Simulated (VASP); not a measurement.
Runs of VASP 6.6.1 on NaI. The structure is cubic, space group Fm-3m (No. 225). Conventional cell: a = 6.473 Å, b = 6.473 Å, c = 6.473 Å, α = 90.00°, β = 90.00°, γ = 90.00°. I (site symmetry m-3m) has 6 Na at 3.24 Å as nearest neighbours. Na (site symmetry m-3m) is surrounded by 6 I at 3.24 Å. 

```tsv
task	level	spin	cell	k mesh	cutoff (eV)	smearing	gap on the mesh (eV)	pressure (GPa)	relaxed volume (Å³/atom)
band structure	revPBE	off	as given	7 × 7 × 7	520	fermi-dirac 0.05 eV	3.86	-	-
band structure	RPBE	off	as given	7 × 7 × 7	520	fermi-dirac 0.05 eV	(c)	(b)	-
band structure	PW91	off	as given	7 × 7 × 7	520	fermi-dirac 0.05 eV	3.66	0.4	-
band structure	BLYP	off	as given	7 × 7 × 7	520	fermi-dirac 0.05 eV	3.73	1.4	-
relaxation of cell and atoms	BLYP	off	relaxed	7 × 7 × 7	600	fermi-dirac 0.05 eV	3.50	0.0	(d)
band structure	PBEsol	SOC, no magnetisation	as given	5 × 5 × 5	520	fermi-dirac 0.05 eV	-	-0.4	-
relaxation of cell and atoms	revPBE	off	relaxed	7 × 7 × 7	600	fermi-dirac 0.05 eV	(a)	0.0	37.40
single point	PBE	off	as given	7 × 7 × 7	520	gaussian 0.011 eV	3.64	0.4	-
relaxation of cell and atoms	RPBE	off	relaxed	7 × 7 × 7	600	fermi-dirac 0.05 eV	3.64	0.0	37.76
```

Alike in all rows: potentials or basis VASP PAW PBE potentials, release 64 (I, Na_pv).

Q: Estimate the missing entries.

A: (a) 3.63; (b) 1.6; (c) 3.90; (d) 36.98.

Caveats: the PAW data sets were made with another functional, which shifts forces and pressure a little (some runs); spin-orbit coupling is left out, which moves the levels of the heavy elements (some runs); the volume moved by +10 % from the deposited cell, more than functionals usually miss (some runs); the volume moved by +11 % from the deposited cell, more than functionals usually miss (some runs).

A k mesh can miss the band edges, and rows without SOC leave out spin-orbit coupling on I.
